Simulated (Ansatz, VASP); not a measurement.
# Ti2AlC: VASP beside Ansatz, part 2 of 2

Wanted: the spread between two codes on one cell, functional and k mesh. The structure shown comes from an earlier Ansatz run, which isn't shown and may have moved the atoms alone.

VASP 6.6.1 and Ansatz 0.2.0.

So far: The structure; Ansatz: elastic constants, LDA.

**3. VASP: elastic constants, LDA**

Level of this step: LDA; plane waves and PAW (Ti_sv, Al, C) (VASP).

The same cell, functional (in two slightly different forms), mesh and smearing now go to VASP, with its own data sets.

Lines of VASP's logs that name or quote its potential files are left out, and so is its time.

Contents of INCAR:

```
SYSTEM = Ti2AlC
PREC = Accurate
ENCUT = 600
EDIFF = 1E-08
NELM = 120
ISMEAR = 1
SIGMA = 0.25
LREAL = .FALSE.
ALGO = Normal
GGA = CA
NBANDS = 39
LASPH = .TRUE.
LORBIT = 11
LWAVE = .FALSE.
LCHARG = .FALSE.
ISIF = 3
IBRION = 6
NFREE = 2
POTIM = 0.015
NSW = 1
GGA_COMPAT = .FALSE.
KPAR = 2
```

Contents of POSCAR:

```
Ti2AlC
1.0
    3.0164951676      0.0000000000      0.0000000000
   -1.5082475838      2.6123614455      0.0000000000
    0.0000000000      0.0000000000     13.4908876382
Ti Al C
4 2 2
Direct
    0.3333333333      0.6666666667      0.0834593929
    0.6666666667      0.3333333333      0.5834593929
    0.6666666667      0.3333333333      0.9165406071
    0.3333333333      0.6666666667      0.4165406071
    0.3333333333      0.6666666667      0.7500000000
    0.6666666667      0.3333333333      0.2500000000
    0.0000000000      0.0000000000      0.0000000000
    0.0000000000      0.0000000000      0.5000000000
```

Contents of KPOINTS:

```
Automatic mesh
0
Gamma
4 4 4
0 0 0
```

The projector-augmented-wave data sets are Ti_sv, Al and C (LDA family, release 64).

Started as:

```sh
> mpirun -np 2 vasp_std
```

Numbers of over 12 decimals in the logs are rounded to 6 here.

Log:

```text
[banner, memory and clock lines left out]
running    2 mpi-ranks, on    1 nodes
 distrk:  each k-point on    1 cores,    2 groups
 distr:  one band on    1 cores,    1 groups

 POSCAR found type information on POSCAR TiAlC
 POSCAR found :  3 types and       8 ions
 LDA part: xc-table for (Slater(with rela. corr.)+CA(PZ))
 , standard interpolation
 POSCAR, INCAR and KPOINTS ok, starting setup
 FFT: planning ... GRIDC
 FFT: planning ... GRID_SOFT
 FFT: planning ... GRID
 WAVECAR not read
 entering main loop
       N       E                     dE             d eps       ncg     rms          rms(c)
DAV:   1     0.814418889777E+03    0.81442E+03   -0.33303E+04   936   0.201E+03
DAV:   2     0.403186165414E+02   -0.77410E+03   -0.75414E+03   936   0.589E+02
DAV:   3    -0.726154414913E+02   -0.11293E+03   -0.10926E+03  1451   0.183E+02
DAV:   4    -0.839264860815E+02   -0.11311E+02   -0.11266E+02  1400   0.559E+01
DAV:   5    -0.845038750833E+02   -0.57739E+00   -0.57721E+00  1465   0.115E+01    0.316E+01
DAV:   6    -0.687967892335E+02    0.15707E+02   -0.12183E+02  1286   0.689E+01    0.856E+00
DAV:   7    -0.687404994490E+02    0.56290E-01   -0.12773E+01  1376   0.206E+01    0.575E+00
DAV:   8    -0.687166247478E+02    0.23875E-01   -0.82549E-01  1357   0.527E+00    0.172E+00
DAV:   9    -0.687101378064E+02    0.64869E-02   -0.25492E-01  1312   0.296E+00    0.769E-01
DAV:  10    -0.687129832372E+02   -0.28454E-02   -0.28228E-02  1269   0.116E+00    0.399E-01
DAV:  11    -0.687133205323E+02   -0.33730E-03   -0.11449E-02  1296   0.696E-01    0.508E-02
DAV:  12    -0.687133602553E+02   -0.39723E-04   -0.11532E-03  1414   0.243E-01    0.414E-02
DAV:  13    -0.687133391103E+02    0.21145E-04   -0.18843E-04  1392   0.767E-02    0.756E-03
DAV:  14    -0.687133391593E+02   -0.48994E-07   -0.94476E-06  1282   0.193E-02    0.401E-03
DAV:  15    -0.687133391464E+02    0.12917E-07   -0.29905E-06  1312   0.113E-02    0.249E-03
DAV:  16    -0.687133390177E+02    0.12874E-06   -0.91841E-07  1330   0.585E-03    0.480E-04
DAV:  17    -0.687133390189E+02   -0.12133E-08   -0.36425E-08   946   0.156E-03
   1 F= -.68713339E+02 E0= -.68727659E+02  d E =0.429593E-01
[... from here on, the cycles between the ionic steps are left out ...]
   2 F= -.68691818E+02 E0= -.68706305E+02  d E =0.434607E-01
   3 F= -.68683284E+02 E0= -.68697174E+02  d E =0.416721E-01
  18 F= -.68713040E+02 E0= -.68727360E+02  d E =0.429586E-01
  19 F= -.68713040E+02 E0= -.68727360E+02  d E =0.429586E-01
  20 F= -.68712483E+02 E0= -.68726811E+02  d E =0.429851E-01
  21 F= -.68712483E+02 E0= -.68726811E+02  d E =0.429851E-01
  22 F= -.68711295E+02 E0= -.68725622E+02  d E =0.429818E-01
  23 F= -.68711295E+02 E0= -.68725622E+02  d E =0.429815E-01
  24 F= -.68711539E+02 E0= -.68725867E+02  d E =0.429845E-01
 Finite differences progress:
  Degree of freedom:  12/ 12
  Displacement:        1/  2
  Total:              23/ 24
 bond charge predicted
       N       E                     dE             d eps       ncg     rms          rms(c)
DAV:   1    -0.687127133881E+02   -0.11749E-02   -0.19813E+00  1072   0.523E+00    0.413E-01
DAV:   2    -0.687183268351E+02   -0.56134E-02   -0.70578E-02  1344   0.288E+00    0.633E-01
DAV:   3    -0.687118233707E+02    0.65035E-02   -0.21678E-02  1373   0.145E+00    0.296E-01
DAV:   4    -0.687118157831E+02    0.75876E-05   -0.42308E-03  1465   0.660E-01    0.132E-01
DAV:   5    -0.687118954869E+02   -0.79704E-04   -0.44177E-03  1383   0.845E-01    0.128E-01
DAV:   6    -0.687115484269E+02    0.34706E-03   -0.14489E-03  1420   0.519E-01    0.340E-02
DAV:   7    -0.687115382463E+02    0.10181E-04   -0.13865E-04  1478   0.110E-01    0.187E-02
DAV:   8    -0.687115387844E+02   -0.53810E-06   -0.20153E-05  1342   0.410E-02    0.933E-03
DAV:   9    -0.687115384885E+02    0.29586E-06   -0.40373E-06  1516   0.194E-02    0.322E-03
DAV:  10    -0.687115385182E+02   -0.29678E-07   -0.62578E-07  1556   0.748E-03    0.135E-03
DAV:  11    -0.687115385205E+02   -0.23192E-08   -0.11635E-07  1481   0.297E-03    0.578E-04
DAV:  12    -0.687115385193E+02    0.11969E-08   -0.20059E-08   870   0.115E-03
  25 F= -.68711539E+02 E0= -.68725867E+02  d E =0.429845E-01
 Finite differences progress:
  Degree of freedom:  12/ 12
  Displacement:        2/  2
  Total:              24/ 24
```

OUTCAR, selected parts (step 3):

```text
ion  position               nearest neighbor table
   1  0.333  0.667  0.083-   7 2.07   7 2.07   7 2.07   6 2.84   6 2.84   6 2.84   3 2.85   3 2.85
                             3 2.85
   2  0.667  0.333  0.583-   8 2.07   8 2.07   8 2.07   5 2.84   5 2.84   5 2.84   4 2.85   4 2.85
                             4 2.85
   3  0.667  0.333  0.917-   7 2.07   7 2.07   7 2.07   5 2.84   5 2.84   5 2.84   1 2.85   1 2.85
                             1 2.85
   4  0.333  0.667  0.417-   8 2.07   8 2.07   8 2.07   6 2.84   6 2.84   6 2.84   2 2.85   2 2.85
                             2 2.85
   5  0.333  0.667  0.750-   2 2.84   3 2.84   2 2.84   3 2.84   2 2.84   3 2.84
   6  0.667  0.333  0.250-   1 2.84   4 2.84   1 2.84   4 2.84   1 2.84   4 2.84
   7  0.000  0.000  0.000-   1 2.07   3 2.07   1 2.07   3 2.07   3 2.07   1 2.07
   8  0.000  0.000  0.500-   2 2.07   4 2.07   4 2.07   2 2.07   2 2.07   4 2.07

  LATTYP: Found a hexagonal cell.
 ALAT       =     3.0164951676
 C/A-ratio  =     4.4723717058

 Subroutine GETGRP returns: Found 24 space group operations
 (whereof 12 operations were pure point group operations)

The static configuration has the point symmetry D_3d.
 The point group associated with its full space group is D_6h.

 Found     12 irreducible k-points:

   k-points           NKPTS =     12   k-points in BZ     NKDIM =     12   number of bands    NBANDS=     39

   dimension x,y,z NGX =    24 NGY =   24 NGZ =  108
   dimension x,y,z NGXF=    48 NGYF=   48 NGZF=  216

   ENCUT  =  600.0 eV  44.10 Ry    6.64 a.u.   6.02  6.02 26.94*2*pi/ulx,y,z

   NELECT =      62.0000    total number of electrons

 k-points in reciprocal lattice and weights: Automatic mesh
   0.00000000  0.00000000  0.00000000       0.016
   0.25000000  0.00000000  0.00000000       0.094
   0.50000000  0.00000000  0.00000000       0.047
   0.25000000  0.25000000  0.00000000       0.094
   0.00000000  0.00000000  0.25000000       0.031
   0.25000000  0.00000000  0.25000000       0.188
   0.50000000  0.00000000  0.25000000       0.094
   0.25000000  0.25000000  0.25000000       0.188
   0.00000000  0.00000000  0.50000000       0.016
   0.25000000  0.00000000  0.50000000       0.094
   0.50000000  0.00000000  0.50000000       0.047
   0.25000000  0.25000000  0.50000000       0.094

 average (electrostatic) potential at core
       1 -71.9039       2 -71.8934       3 -71.8848       4 -71.8945       5 -69.5546
       6 -69.5460       7 -49.5371       8 -49.5363

 E-fermi :   8.2970

 k-point     1 :       0.0000    0.0000    0.0000
  band No.  band energies     occupation
    ...
     24       5.9765      2.00000
     25       5.9806      2.00000
     26       5.9806      2.00000
     27       6.0580      2.00000
     28       6.8957      2.00000
     29       8.7632     -0.02414
     30       9.0548     -0.00016
     31       9.2770     -0.00000
     32       9.2770     -0.00000
     33       9.2997     -0.00000
    ...

 k-point     2 :       0.2500    0.0000    0.0000
  band No.  band energies     occupation
    ...
     26       6.0600      2.00000
     27       6.7084      2.00000
     28       7.2007      2.00000
     29       7.8817      2.04051
     30       7.9760      2.06992
     31       8.4812      0.05606
     32       8.7568     -0.02595
     33       9.5362     -0.00000
     34       9.8405     -0.00000
     35       9.9347     -0.00000
    ...

 k-point     3 :       0.5000    0.0000    0.0000
  band No.  band energies     occupation
    ...
     28       6.0471      2.00000
     29       6.9929      2.00000
     30       7.0195      2.00000
     31       7.5661      2.00028
     32       7.5887      2.00046
     33       9.9839     -0.00000
     34      10.4990     -0.00000
     35      10.6353     -0.00000
     36      10.9052     -0.00000
     37      11.3776     -0.00000
    ...

   1 f  =   20.370516 THz   127.991726 2PiTHz  679.487268 cm-1    84.245646 meV
             X         Y         Z           dx          dy          dz
     -0.000000  1.741574  1.125941     0.166063   -0.000002    0.000000
      1.508248  0.870787  7.871385     0.166063   -0.000002   -0.000000
      1.508248  0.870787 12.364946     0.166063   -0.000002   -0.000000
     -0.000000  1.741574  5.619503     0.166063   -0.000002    0.000000
     -0.000000  1.741574 10.118166     0.002689   -0.000000   -0.000000
      1.508248  0.870787  3.372722     0.002689   -0.000000   -0.000000
      0.000000  0.000000  0.000000    -0.666963    0.000008    0.000000
      0.000000  0.000000  6.745444    -0.666963    0.000008   -0.000000

   2 f  =   20.370516 THz   127.991726 2PiTHz  679.487268 cm-1    84.245646 meV
             X         Y         Z           dx          dy          dz
     -0.000000  1.741574  1.125941    -0.000002   -0.166063    0.000000
      1.508248  0.870787  7.871385    -0.000002   -0.166063   -0.000000
      1.508248  0.870787 12.364946    -0.000002   -0.166063    0.000000
     -0.000000  1.741574  5.619503    -0.000002   -0.166063    0.000000
     -0.000000  1.741574 10.118166    -0.000000   -0.002689   -0.000000
      1.508248  0.870787  3.372722    -0.000000   -0.002689    0.000000
      0.000000  0.000000  0.000000     0.000008    0.666963   -0.000000
      0.000000  0.000000  6.745444     0.000008    0.666963    0.000000

   3 f  =   20.334261 THz   127.763929 2PiTHz  678.277930 cm-1    84.095707 meV
             X         Y         Z           dx          dy          dz
     -0.000000  1.741574  1.125941     0.163961    0.000001    0.000000
      1.508248  0.870787  7.871385    -0.163961   -0.000001   -0.000000
      1.508248  0.870787 12.364946     0.163961    0.000001    0.000000
     -0.000000  1.741574  5.619503    -0.163961   -0.000001    0.000000
     -0.000000  1.741574 10.118166     0.000000    0.000000    0.000000
      1.508248  0.870787  3.372722     0.000000   -0.000000   -0.000000
      0.000000  0.000000  0.000000    -0.668007   -0.000003   -0.000000
      0.000000  0.000000  6.745444     0.668007    0.000003    0.000000

   4 f  =   20.334261 THz   127.763929 2PiTHz  678.277930 cm-1    84.095707 meV
             X         Y         Z           dx          dy          dz
     -0.000000  1.741574  1.125941     0.000001   -0.163961   -0.000000
      1.508248  0.870787  7.871385    -0.000001    0.163961    0.000000
      1.508248  0.870787 12.364946     0.000001   -0.163961    0.000000
     -0.000000  1.741574  5.619503    -0.000001    0.163961    0.000000
     -0.000000  1.741574 10.118166     0.000000   -0.000000    0.000000
      1.508248  0.870787  3.372722     0.000000   -0.000000   -0.000000
      0.000000  0.000000  0.000000    -0.000003    0.668007    0.000000
      0.000000  0.000000  6.745444     0.000003   -0.668007   -0.000000

   5 f  =   19.170342 THz   120.450812 2PiTHz  639.453785 cm-1    79.282129 meV
             X         Y         Z           dx          dy          dz
     -0.000000  1.741574  1.125941    -0.000000   -0.000000    0.160886
      1.508248  0.870787  7.871385     0.000000    0.000000   -0.160886
      1.508248  0.870787 12.364946    -0.000000   -0.000000    0.160886
     -0.000000  1.741574  5.619503     0.000000    0.000000   -0.160886
     -0.000000  1.741574 10.118166     0.000000    0.000000    0.000000
      1.508248  0.870787  3.372722     0.000000    0.000000    0.000000
      0.000000  0.000000  0.000000     0.000000    0.000000   -0.669501
      0.000000  0.000000  6.745444    -0.000000   -0.000000    0.669501

   6 f  =   18.763643 THz   117.895444 2PiTHz  625.887750 cm-1    77.600156 meV
             X         Y         Z           dx          dy          dz
     -0.000000  1.741574  1.125941     0.000000   -0.000000    0.148779
      1.508248  0.870787  7.871385     0.000000   -0.000000    0.148779
      1.508248  0.870787 12.364946     0.000000   -0.000000    0.148779
     -0.000000  1.741574  5.619503     0.000000   -0.000000    0.148779
     -0.000000  1.741574 10.118166     0.000000   -0.000000    0.052654
      1.508248  0.870787  3.372722     0.000000   -0.000000    0.052654
      0.000000  0.000000  0.000000     0.000000    0.000000   -0.673021
      0.000000  0.000000  6.745444    -0.000000    0.000000   -0.673021

   7 f  =   12.001409 THz    75.407074 2PiTHz  400.323897 cm-1    49.633815 meV
             X         Y         Z           dx          dy          dz
     -0.000000  1.741574  1.125941     0.000000    0.000000    0.453308
      1.508248  0.870787  7.871385    -0.000000    0.000000   -0.453308
      1.508248  0.870787 12.364946     0.000000    0.000000   -0.453308
     -0.000000  1.741574  5.619503    -0.000000   -0.000000    0.453308
     -0.000000  1.741574 10.118166     0.000000    0.000000    0.298367
      1.508248  0.870787  3.372722    -0.000000    0.000000   -0.298367
      0.000000  0.000000  0.000000     0.000000   -0.000000   -0.000000
      0.000000  0.000000  6.745444     0.000000   -0.000000   -0.000000

   8 f  =   10.998945 THz    69.108408 2PiTHz  366.885303 cm-1    45.487960 meV
             X         Y         Z           dx          dy          dz
     -0.000000  1.741574  1.125941     0.000000    0.000000   -0.500000
      1.508248  0.870787  7.871385    -0.000000   -0.000000   -0.500000
      1.508248  0.870787 12.364946     0.000000   -0.000000    0.500000
     -0.000000  1.741574  5.619503     0.000000   -0.000000    0.500000
     -0.000000  1.741574 10.118166    -0.000000   -0.000000   -0.000000
      1.508248  0.870787  3.372722     0.000000   -0.000000    0.000000
      0.000000  0.000000  0.000000    -0.000000   -0.000000    0.000000
      0.000000  0.000000  6.745444    -0.000000   -0.000000   -0.000000

   9 f  =    8.843727 THz    55.566778 2PiTHz  294.994993 cm-1    36.574701 meV
             X         Y         Z           dx          dy          dz
     -0.000000  1.741574  1.125941    -0.000000    0.000000    0.224051
      1.508248  0.870787  7.871385    -0.000000    0.000000    0.224051
      1.508248  0.870787 12.364946    -0.000000   -0.000000    0.224051
     -0.000000  1.741574  5.619503    -0.000000   -0.000000    0.224051
     -0.000000  1.741574 10.118166     0.000000    0.000000   -0.630180
      1.508248  0.870787  3.372722     0.000000   -0.000000   -0.630180
      0.000000  0.000000  0.000000     0.000000    0.000000    0.049756
      0.000000  0.000000  6.745444     0.000000    0.000000    0.049756

  10 f  =    8.597787 THz    54.021491 2PiTHz  286.791315 cm-1    35.557575 meV
             X         Y         Z           dx          dy          dz
     -0.000000  1.741574  1.125941     0.500000    0.000001   -0.000000
      1.508248  0.870787  7.871385     0.500000    0.000001    0.000000
      1.508248  0.870787 12.364946    -0.500000   -0.000001    0.000000
     -0.000000  1.741574  5.619503    -0.500000   -0.000001   -0.000000
     -0.000000  1.741574 10.118166    -0.000000   -0.000000    0.000000
      1.508248  0.870787  3.372722     0.000000    0.000000   -0.000000
      0.000000  0.000000  0.000000     0.000000    0.000000   -0.000000
      0.000000  0.000000  6.745444     0.000000   -0.000000   -0.000000

  11 f  =    8.597787 THz    54.021491 2PiTHz  286.791315 cm-1    35.557575 meV
             X         Y         Z           dx          dy          dz
     -0.000000  1.741574  1.125941    -0.000001    0.500000   -0.000000
      1.508248  0.870787  7.871385    -0.000001    0.500000   -0.000000
      1.508248  0.870787 12.364946     0.000001   -0.500000   -0.000000
     -0.000000  1.741574  5.619503     0.000001   -0.500000   -0.000000
    [... 145 further lines ...]
      0.000000  0.000000  0.000000     0.206432   -0.044149    0.000000
      0.000000  0.000000  6.745444     0.206432   -0.044149    0.000000

 ELASTIC MODULI CONTR FROM IONIC RELAXATION (kBar)
 Direction    XX          YY          ZZ          XY          YZ          ZX
 --------------------------------------------------------------------------------
 XX        -260.1359    -92.9566   -325.4211     -0.0000     -0.0000      0.0000
 YY         -92.9566   -260.1359   -325.4211     -0.0000      0.0000      0.0000
 ZZ        -325.4211   -325.4211   -599.8366     -0.0000      0.0000      0.0000
 XY          -0.0000     -0.0000     -0.0000    -83.5896     -0.0000      0.0000
 YZ          -0.0000      0.0000      0.0000     -0.0000   -439.5042     -0.0000
 ZX           0.0000      0.0000      0.0000     -0.0000     -0.0000   -439.5040
 --------------------------------------------------------------------------------

 TOTAL ELASTIC MODULI (kBar)
 Direction    XX          YY          ZZ          XY          YZ          ZX
 --------------------------------------------------------------------------------
 XX        3189.2219    632.0722    745.1745     -0.0000     -0.0000      0.0000
 YY         632.0722   3189.2219    745.1745     -0.0000      0.0000      0.0000
 ZZ         745.1745    745.1745   2851.9235     -0.0000      0.0000      0.0000
 XY          -0.0000     -0.0000     -0.0000   1278.5748     -0.0000      0.0000
 YZ          -0.0000      0.0000      0.0000     -0.0000   1119.8074     -0.0000
 ZX           0.0000      0.0000      0.0000     -0.0000     -0.0000   1119.8075
 --------------------------------------------------------------------------------

 total charge
# of ion       s       p       d       tot
------------------------------------------
    1        2.212   6.227   2.029  10.469
    2        2.212   6.227   2.029  10.469
    3        2.212   6.227   2.029  10.469
    4        2.212   6.227   2.029  10.469
    5        0.448   0.377   0.000   0.825
    6        0.448   0.377   0.000   0.825
    7        0.894   1.577   0.000   2.471
    8        0.894   1.577   0.000   2.471
--------------------------------------------------
tot         11.532  28.818   8.115  48.465

[... 3 further parts left out ...]
```

Levels, forces or a CONTCAR printed for this step are those of its last displaced cell, not of the structure at rest.

**4. Comparison**

Known differences besides the potentials themselves: the two LDA forms differ slightly; the cutoff is 420 eV in Ansatz and 600 eV in VASP; VASP's log shows a relativistic correction to its local exchange, Ansatz's none; VASP takes each elastic constant from one size of strain, Ansatz from those that its log lists. Total energies have different zeros and are not compared.

The two programs side by side:

```
 quantity  Ansatz   VASP  difference
C11 (GPa)   319.5  318.9     +0.19 %
C22 (GPa)   319.5  318.9     +0.19 %
C33 (GPa)   285.9  285.2     +0.25 %
C12 (GPa)    63.3   63.2     +0.10 %
C13 (GPa)    74.5   74.5     -0.02 %
C23 (GPa)    74.5   74.5     -0.02 %
C44 (GPa)   112.0  112.0     +0.04 %
C55 (GPa)   112.0  112.0     +0.04 %
C66 (GPa)   128.1  127.9     +0.21 %
```

**5. Summary of results**

```
difference in C33 (elastic constants, LDA) : 0.25 %
```

In words: The difference in C33 is 0.25 % (elastic constants, LDA), within the 5 % picked in this series as the mark of a large difference. Such differences can come from data sets, numerical settings and the points named under the comparisons, not from the functional's error against experiment.

[Lines on the potential files, build, host, timing and source positions are cut from VASP's logs without a mark.]

[Logs are printed without paths, hosts, clocks, repeated set-up lines and the standing remarks that a program may print on its own settings, such as how far it seeks lower states.]

[Hosts, paths, dates, database ids (printed as entryN), source tags and the programs' standing remarks are cut or masked in the printed files.]
